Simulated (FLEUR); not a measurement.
# Ge (Fd-3m) in FLEUR: further runs, part 2 of 2

FLEUR MaX-R8.1 (later development tree). The steps go on from the part before.

## (3) Equation of state, SCAN, 21.28 Å³/atom (volume scaled by 0.94)

Contents of inp.xml:

```xml
<?xml version="1.0" encoding="UTF-8" standalone="no"?>
<fleurInput fleurInputVersion="0.39">
   <comment>
      Ge                                                                                                  
   </comment>
   <calculationSetup>
      <cutoffs Kmax="4.71" Gmax="14.6" GmaxXC="14.6" numbands="0"/>
      <scfLoop itmax="80" minDistance="0.0001" maxIterBroyd="30" imix="Anderson" alpha="0.05" precondParam="0.0" spinf="2.0" sdNocoIR="T"/>
      <coreElectrons ctail="F" frcor="F" kcrel="0" coretail_lmax="0"/>
      <xcFunctional name="LibXC" relativisticCorrections="F">
         <LibXCName exchange="mgga_x_scan" correlation="mgga_c_scan"/>
         <AuxGGA exchange="117" correlation="130"/>
      </xcFunctional>
      <magnetism jspins="1"/>
      <soc l_soc="F" theta="0.0" phi="0.0" spav="F"/>
      <expertModes spex="0" secvar="F"/>
      <geometryOptimization l_f="F" forcealpha="1.0" forcemix="BFGS" epsdisp="0.00001" epsforce="0.00001"/>
      <ldaU l_linMix="F" mixParam="0.05" spinf="1.0"/>
   </calculationSetup>
   <cell>
      <bzIntegration valenceElectrons="44.0" mode="hist" fermiSmearingEnergy="0.00183747">
         <kPointListSelection listName="default-1"/>
         <!-- k-points included here -->
         <xi:include xmlns:xi="http://www.w3.org/2001/XInclude" href="kpts.xml"> </xi:include>
      </bzIntegration>
      <!-- symmetry operations included here -->
      <xi:include xmlns:xi="http://www.w3.org/2001/XInclude" href="sym.xml"> </xi:include>
      <bulkLattice scale="0.9795861087">
         <bravaisMatrix>
            <row-1>    0.0000000000000000     5.3458651311421859     5.3458651311421859</row-1>
            <row-2>    5.3458651311421859     0.0000000000000000     5.3458651311421859</row-2>
            <row-3>    5.3458651311421859     5.3458651311421859     0.0000000000000000</row-3>
         </bravaisMatrix>
      </bulkLattice>
   </cell>
   <atomSpecies>
      <species name="Germanium (Ge)" element="Ge" atomicNumber="32">
         <mtSphere radius="2.08" gridPoints="707" logIncrement="0.017"/>
         <atomicCutoffs lmax="9" lnonsphr="9"/>
         <electronConfig flipSpins="F">
            <coreConfig>(1s1/2) (2s1/2) (2p1/2) (2p3/2)</coreConfig>
            <valenceConfig>(3s1/2) (3p1/2) (3p3/2) (4s1/2) (3d3/2) (3d5/2) (4p1/2) (4p3/2)</valenceConfig>
            <stateOccupation state="(4p1/2)" spinUp="0.333333" spinDown="0.333333"/>
            <stateOccupation state="(4p3/2)" spinUp="0.666667" spinDown="0.666667"/>
         </electronConfig>
         <energyParameters s="4" p="4" d="3" f="4"/>
         <lo type="SCLO" l="0" n="3" eDeriv="0"/>
         <lo type="SCLO" l="1" n="3" eDeriv="0"/>
         <lo type="SCLO" l="1" n="3" eDeriv="1"/>
         <lo type="HELO" l="2" n="4" eDeriv="0"/>
         <lo type="HELO" l="2" n="4" eDeriv="1"/>
         <lo type="SCLO" l="3" n="4" eDeriv="2"/>
      </species>
   </atomSpecies>
   <atomGroups>
      <atomGroup species="Germanium (Ge)">
         <relPos label="                   1">-3.000/8.000 -3.000/8.000 -3.000/8.000</relPos>
         <relPos label="                   2">3.000/8.000 3.000/8.000 3.000/8.000</relPos>
         <force calculate="T" relaxXYZ="TTT"/>
      </atomGroup>
   </atomGroups>
   <output dos="F" band="F" slice="F">
      <checks vchk="F" cdinf="F"/>
      <bandDOS minEnergy="-.5*Htr" maxEnergy="0.5*Htr" sigma="0.015" storeEVData="T"/>
      <vacuumDOS vacdos="F" integ="F" star="F" nstars="0" locx1="0.0" locy1="0.0" locx2="0.0" locy2="0.0" nstm="0" tworkf="0.0"/>
      <unfoldingBand unfoldBand="F" supercellX="1" supercellY="1" supercellZ="1"/>
      <plotting iplot="0" polar="F">
         <plot TwoD="T" vec1="  1.0  0.0  0.0" vec2="  0.0  1.0  0.0" vec3="  0.0  0.0  1.0" zero="  0.0  0.0  0.0" file="plot"/>
      </plotting>
      <chargeDensitySlicing numkpt="0" minEigenval="0.0" maxEigenval="0.0" nnne="0" pallst="F"/>
      <specialOutput eonly="F"/>
      <moessbauerParams electricFieldGradient="T" isomerShift="T" coreHyperfine="T" valenceHyperfine="T"/>
      <magneticCircularDichroism mcd="F" energyLo="-10.0" energyUp="0.0"/>
   </output>
  <!-- We include the file relax.xml here to enable relaxations (see documentation) -->
  <xi:include xmlns:xi="http://www.w3.org/2001/XInclude" href="relax.xml"> <xi:fallback/> </xi:include>
</fleurInput>
```

Potentials or basis: all-electron, FLAPW.

Started as:

```console
$ inpgen -f crystal.txt -profile fastHighL
$ # inp.xml edited to the form shown
$ fleur_MPI
```

The log of the run:

```text
Welcome to FLEUR        (www.flapw.de)
      MaX-Release 8.1          (www.max-centre.eu)
 func_ids         267         263         267         263
 MetaGGA potential functional detected - V_tau will be computed
 Auxiliary Potential for radial basis: exchange=         117  correlation=         130
The functional 'SCAN exchange of Sun, Ruzsinszky, and Perdew' is an exchange functional, it belongs to the 'MGGA' family and is defined in the reference(s):
[1] J. Sun, A. Ruzsinszky, and J. P. Perdew.,  Phys. Rev. Lett. 115, 036402 (2015)
The functional 'SCAN correlation of Sun, Ruzsinszky, and Perdew' is a correlation functional, it belongs to the 'MGGA' family and is defined in the reference(s):
[1] J. Sun, A. Ruzsinszky, and J. P. Perdew.,  Phys. Rev. Lett. 115, 036402 (2015)
 Using same functional for VXC and EXC

 ========== k-point set info ==========
 Selected k-point list: default-1
 k-point list type: mesh
 8 x 8 x 8
 Number of k points: 29

 ------------Calculation Setup---------------------------
 Number of MPI-tasks      :            1
 Number of PE/node        :            1
 Number of OMP-threads    :            1
 Most efficient MPI parallelization for:
           1          29
 Additional eigenvalue parallelization possible
 Number of basis functions:          615
 Approximate size of matrices (H+S) per k-point:         0.006 GB
 --------------------------------------------------------
The functional 'Hammer, Hansen, and Norskov' is an exchange functional, it belongs to the 'GGA' family and is defined in the reference(s):
[... 6 lines left out ...]
 Reset of history
 Reset of history
 Iteration:     1   Distance:      19.96563803 me/bohr^3
The functional 'Hammer, Hansen, and Norskov' is an exchange functional, it belongs to the 'GGA' family and is defined in the reference(s):
[1] B. Hammer, L. B. Hansen, and J. K. Nørskov.,  Phys. Rev. B 59, 7413 (1999)
The functional 'Perdew, Burke & Ernzerhof' is a correlation functional, it belongs to the 'GGA' family and is defined in the reference(s):
[1] J. P. Perdew, K. Burke, and M. Ernzerhof.,  Phys. Rev. Lett. 77, 3865 (1996)
[2] J. P. Perdew, K. Burke, and M. Ernzerhof.,  Phys. Rev. Lett. 78, 1396 (1997)
 Using same functional for VXC and EXC
 Iteration:     2   Distance:      19.25327578 me/bohr^3
The functional 'Hammer, Hansen, and Norskov' is an exchange functional, it belongs to the 'GGA' family and is defined in the reference(s):
[1] B. Hammer, L. B. Hansen, and J. K. Nørskov.,  Phys. Rev. B 59, 7413 (1999)
The functional 'Perdew, Burke & Ernzerhof' is a correlation functional, it belongs to the 'GGA' family and is defined in the reference(s):
[1] J. P. Perdew, K. Burke, and M. Ernzerhof.,  Phys. Rev. Lett. 77, 3865 (1996)
[2] J. P. Perdew, K. Burke, and M. Ernzerhof.,  Phys. Rev. Lett. 78, 1396 (1997)
 Using same functional for VXC and EXC
 Iteration:     3   Distance:      18.22407072 me/bohr^3
The functional 'Hammer, Hansen, and Norskov' is an exchange functional, it belongs to the 'GGA' family and is defined in the reference(s):
[1] B. Hammer, L. B. Hansen, and J. K. Nørskov.,  Phys. Rev. B 59, 7413 (1999)
The functional 'Perdew, Burke & Ernzerhof' is a correlation functional, it belongs to the 'GGA' family and is defined in the reference(s):
[1] J. P. Perdew, K. Burke, and M. Ernzerhof.,  Phys. Rev. Lett. 77, 3865 (1996)
[2] J. P. Perdew, K. Burke, and M. Ernzerhof.,  Phys. Rev. Lett. 78, 1396 (1997)
 Using same functional for VXC and EXC
 Iteration:     4   Distance:       2.86783458 me/bohr^3
The functional 'Hammer, Hansen, and Norskov' is an exchange functional, it belongs to the 'GGA' family and is defined in the reference(s):
[1] B. Hammer, L. B. Hansen, and J. K. Nørskov.,  Phys. Rev. B 59, 7413 (1999)
The functional 'Perdew, Burke & Ernzerhof' is a correlation functional, it belongs to the 'GGA' family and is defined in the reference(s):
[1] J. P. Perdew, K. Burke, and M. Ernzerhof.,  Phys. Rev. Lett. 77, 3865 (1996)
[2] J. P. Perdew, K. Burke, and M. Ernzerhof.,  Phys. Rev. Lett. 78, 1396 (1997)
 Using same functional for VXC and EXC
 Iteration:     5   Distance:       2.39229669 me/bohr^3
The functional 'Hammer, Hansen, and Norskov' is an exchange functional, it belongs to the 'GGA' family and is defined in the reference(s):
[1] B. Hammer, L. B. Hansen, and J. K. Nørskov.,  Phys. Rev. B 59, 7413 (1999)
The functional 'Perdew, Burke & Ernzerhof' is a correlation functional, it belongs to the 'GGA' family and is defined in the reference(s):
[1] J. P. Perdew, K. Burke, and M. Ernzerhof.,  Phys. Rev. Lett. 77, 3865 (1996)
[2] J. P. Perdew, K. Burke, and M. Ernzerhof.,  Phys. Rev. Lett. 78, 1396 (1997)
 Using same functional for VXC and EXC
 Iteration:     6   Distance:       0.52438994 me/bohr^3
The functional 'Hammer, Hansen, and Norskov' is an exchange functional, it belongs to the 'GGA' family and is defined in the reference(s):
[1] B. Hammer, L. B. Hansen, and J. K. Nørskov.,  Phys. Rev. B 59, 7413 (1999)
The functional 'Perdew, Burke & Ernzerhof' is a correlation functional, it belongs to the 'GGA' family and is defined in the reference(s):
[1] J. P. Perdew, K. Burke, and M. Ernzerhof.,  Phys. Rev. Lett. 77, 3865 (1996)
[2] J. P. Perdew, K. Burke, and M. Ernzerhof.,  Phys. Rev. Lett. 78, 1396 (1997)
 Using same functional for VXC and EXC
 Iteration:     7   Distance:       0.32093076 me/bohr^3
The functional 'Hammer, Hansen, and Norskov' is an exchange functional, it belongs to the 'GGA' family and is defined in the reference(s):
[1] B. Hammer, L. B. Hansen, and J. K. Nørskov.,  Phys. Rev. B 59, 7413 (1999)
The functional 'Perdew, Burke & Ernzerhof' is a correlation functional, it belongs to the 'GGA' family and is defined in the reference(s):
[1] J. P. Perdew, K. Burke, and M. Ernzerhof.,  Phys. Rev. Lett. 77, 3865 (1996)
[2] J. P. Perdew, K. Burke, and M. Ernzerhof.,  Phys. Rev. Lett. 78, 1396 (1997)
 Using same functional for VXC and EXC
 Iteration:     8   Distance:       0.07926739 me/bohr^3
The functional 'Hammer, Hansen, and Norskov' is an exchange functional, it belongs to the 'GGA' family and is defined in the reference(s):
[1] B. Hammer, L. B. Hansen, and J. K. Nørskov.,  Phys. Rev. B 59, 7413 (1999)
The functional 'Perdew, Burke & Ernzerhof' is a correlation functional, it belongs to the 'GGA' family and is defined in the reference(s):
[1] J. P. Perdew, K. Burke, and M. Ernzerhof.,  Phys. Rev. Lett. 77, 3865 (1996)
[2] J. P. Perdew, K. Burke, and M. Ernzerhof.,  Phys. Rev. Lett. 78, 1396 (1997)
 Using same functional for VXC and EXC
 Iteration:     9   Distance:       0.02296744 me/bohr^3
The functional 'Hammer, Hansen, and Norskov' is an exchange functional, it belongs to the 'GGA' family and is defined in the reference(s):
[1] B. Hammer, L. B. Hansen, and J. K. Nørskov.,  Phys. Rev. B 59, 7413 (1999)
The functional 'Perdew, Burke & Ernzerhof' is a correlation functional, it belongs to the 'GGA' family and is defined in the reference(s):
[1] J. P. Perdew, K. Burke, and M. Ernzerhof.,  Phys. Rev. Lett. 77, 3865 (1996)
[2] J. P. Perdew, K. Burke, and M. Ernzerhof.,  Phys. Rev. Lett. 78, 1396 (1997)
 Using same functional for VXC and EXC
 Iteration:    10   Distance:       0.01226906 me/bohr^3
The functional 'Hammer, Hansen, and Norskov' is an exchange functional, it belongs to the 'GGA' family and is defined in the reference(s):
[1] B. Hammer, L. B. Hansen, and J. K. Nørskov.,  Phys. Rev. B 59, 7413 (1999)
The functional 'Perdew, Burke & Ernzerhof' is a correlation functional, it belongs to the 'GGA' family and is defined in the reference(s):
[1] J. P. Perdew, K. Burke, and M. Ernzerhof.,  Phys. Rev. Lett. 77, 3865 (1996)
[2] J. P. Perdew, K. Burke, and M. Ernzerhof.,  Phys. Rev. Lett. 78, 1396 (1997)
 Using same functional for VXC and EXC
 Iteration:    11   Distance:       0.00093084 me/bohr^3
The functional 'Hammer, Hansen, and Norskov' is an exchange functional, it belongs to the 'GGA' family and is defined in the reference(s):
[1] B. Hammer, L. B. Hansen, and J. K. Nørskov.,  Phys. Rev. B 59, 7413 (1999)
The functional 'Perdew, Burke & Ernzerhof' is a correlation functional, it belongs to the 'GGA' family and is defined in the reference(s):
[1] J. P. Perdew, K. Burke, and M. Ernzerhof.,  Phys. Rev. Lett. 77, 3865 (1996)
[2] J. P. Perdew, K. Burke, and M. Ernzerhof.,  Phys. Rev. Lett. 78, 1396 (1997)
 Using same functional for VXC and EXC
 Iteration:    12   Distance:       0.00094733 me/bohr^3
The functional 'Hammer, Hansen, and Norskov' is an exchange functional, it belongs to the 'GGA' family and is defined in the reference(s):
[1] B. Hammer, L. B. Hansen, and J. K. Nørskov.,  Phys. Rev. B 59, 7413 (1999)
The functional 'Perdew, Burke & Ernzerhof' is a correlation functional, it belongs to the 'GGA' family and is defined in the reference(s):
[1] J. P. Perdew, K. Burke, and M. Ernzerhof.,  Phys. Rev. Lett. 77, 3865 (1996)
[2] J. P. Perdew, K. Burke, and M. Ernzerhof.,  Phys. Rev. Lett. 78, 1396 (1997)
 Using same functional for VXC and EXC
 Iteration:    13   Distance:       0.00008788 me/bohr^3

 ********************************************************************
 Run finished successfully
 Stop message:
   all done
 ********************************************************************
```

It took 51 s on 1 thread of Arm Neoverse V1, shared host; peak memory 0.08 GiB.

Results:

| Quantity | Value |
| --- | --- |
| Free energy | -114259.0138 eV |
| Band gap on the k mesh | 0.53 eV, indirect (least direct gap 0.79 eV) |
| Valence electrons inside the program's atomic spheres | Ge 19.83 (radii Ge 2.08 bohr) |

Caveat: the meta-GGA is that of a development version, with a GGA for the radial functions and cores and without core tails.

## (4) Equation of state, SCAN, 21.73 Å³/atom (volume scaled by 0.96)

inp.xml: that of step 3 with these lines changed.

```diff
@@ -27,3 +27,3 @@
       <xi:include xmlns:xi="http://www.w3.org/2001/XInclude" href="sym.xml"> </xi:include>
-      <bulkLattice scale="0.9795861087">
+      <bulkLattice scale="0.9864848297">
          <bravaisMatrix>
```

Started as:

```console
$ inpgen -f crystal.txt -profile fastHighL
$ # inp.xml edited to the form shown
$ fleur_MPI
```

Run time: 56 s. Hardware: 1 thread of Arm Neoverse V1, shared host; peak memory 0.08 GiB.

The run converged. Its results:

```
Free energy                                           : -114259.0402 eV
Band gap on the k mesh                                : 0.46 eV, indirect (least direct gap 0.58 eV)
Valence electrons inside the program's atomic spheres : Ge 19.81 (radii Ge 2.08 bohr)
```

Caveat: the meta-GGA is that of a development version, with a GGA for the radial functions and cores and without core tails.

## (5) Equation of state, SCAN, 22.64 Å³/atom

inp.xml: that of step 4 with these lines changed.

```diff
@@ -27,3 +27,3 @@
       <xi:include xmlns:xi="http://www.w3.org/2001/XInclude" href="sym.xml"> </xi:include>
-      <bulkLattice scale="0.9864848297">
+      <bulkLattice scale="1.0000000000">
          <bravaisMatrix>
```

Started as:

```console
$ inpgen -f crystal.txt -profile fastHighL
$ # inp.xml edited to the form shown
$ fleur_MPI
```

Run time: 56 s. Hardware: 1 thread of Arm Neoverse V1, shared host; peak memory 0.08 GiB.

Results (log left out):

| Item | Value |
| --- | --- |
| Free energy | -114259.0629 eV |
| Band gap on the k mesh | 0.19 eV, direct |
| Valence electrons inside the program's atomic spheres | Ge 19.78 (radii Ge 2.08 bohr) |

Caveat: the meta-GGA is that of a development version, with a GGA for the radial functions and cores and without core tails.

## (6) Equation of state, SCAN, 23.54 Å³/atom (volume scaled by 1.04)

inp.xml: that of step 5 with these lines changed.

```diff
@@ -27,3 +27,3 @@
       <xi:include xmlns:xi="http://www.w3.org/2001/XInclude" href="sym.xml"> </xi:include>
-      <bulkLattice scale="1.0000000000">
+      <bulkLattice scale="1.0131594038">
          <bravaisMatrix>
```

Potentials or basis: all-electron, FLAPW.

Started as:

```console
$ inpgen -f crystal.txt -profile fastHighL
$ # inp.xml edited to the form shown
$ fleur_MPI
```

Run time: 64 s. Hardware: 1 thread of Arm Neoverse V1, shared host; peak memory 0.08 GiB.

It converged, with:

| Quantity | Value |
| --- | --- |
| Free energy | -114259.0529 eV |
| Band gap on the k mesh | none (metal or under the smearing width) |
| Valence electrons inside the program's atomic spheres | Ge 19.75 (radii Ge 2.08 bohr) |

Caveat: the meta-GGA is that of a development version, with a GGA for the radial functions and cores and without core tails.

## (7) Equation of state, SCAN, 24.00 Å³/atom (volume scaled by 1.06)

inp.xml: that of step 6 with these lines changed.

```diff
@@ -27,3 +27,3 @@
       <xi:include xmlns:xi="http://www.w3.org/2001/XInclude" href="sym.xml"> </xi:include>
-      <bulkLattice scale="1.0131594038">
+      <bulkLattice scale="1.0196128224">
          <bravaisMatrix>
```

Started as:

```console
$ inpgen -f crystal.txt -profile fastHighL
$ # inp.xml edited to the form shown
$ fleur_MPI
```

It took 70 s on 1 thread of Arm Neoverse V1, shared host; peak memory 0.08 GiB.

Results (log left out):

```
Free energy                                           : -114259.0376 eV
Band gap on the k mesh                                : none (metal or under the smearing width)
Valence electrons inside the program's atomic spheres : Ge 19.74 (radii Ge 2.08 bohr)
```

Caveat: the meta-GGA is that of a development version, with a GGA for the radial functions and cores and without core tails.

## (8) Equation of state, SCAN

Potentials or basis: all-electron, FLAPW.

This step only gathers the single runs of the series.

What came out:

* Equilibrium volume: 22.78 Å³/atom
* Bulk modulus: 70 GPa

Energy against volume, from the lowest point:
```
volume (Å³/atom)  energy (meV/atom)
          21.281              24.50
          21.733              11.33
          22.639               0.00
          23.545               4.98
          23.997              12.61
```

Caveat: the meta-GGA is that of a development version, with a GGA for the radial functions and cores and without core tails.

## (9) How close it comes

Step 2. Against the measured gap of Ge, 0.666 eV (indirect; 293 K; “Electronic and optical properties of SixGe1-x-ySny alloys lattice-matched to Ge”, 2021, arxiv:2109.02782), the calculated 0.19 eV is off by -0.48 eV. 3 values of this kind are on record (0.666 to 0.807 eV); this one was drawn at random among those near their median. Spin-orbit coupling on Ge is left out. The value is that of SCAN, without temperature or zero-point motion.

Step 8. A measured bulk modulus of Ge is 75.8 GPa (quoted in “Sub-monolayer structures of Ag overlayers on Ge(111): experimental observations and first-principles study”, 2019, arxiv:1908.00180); the calculated 70 GPa misses it by -7.4 %. The fit is for a static lattice scaled at fixed shape and fixed fractional positions. The cell as given is a measured one (22.64 Å³/atom); SCAN puts the equilibrium volume +0.6 % from it, thermal expansion not counted.
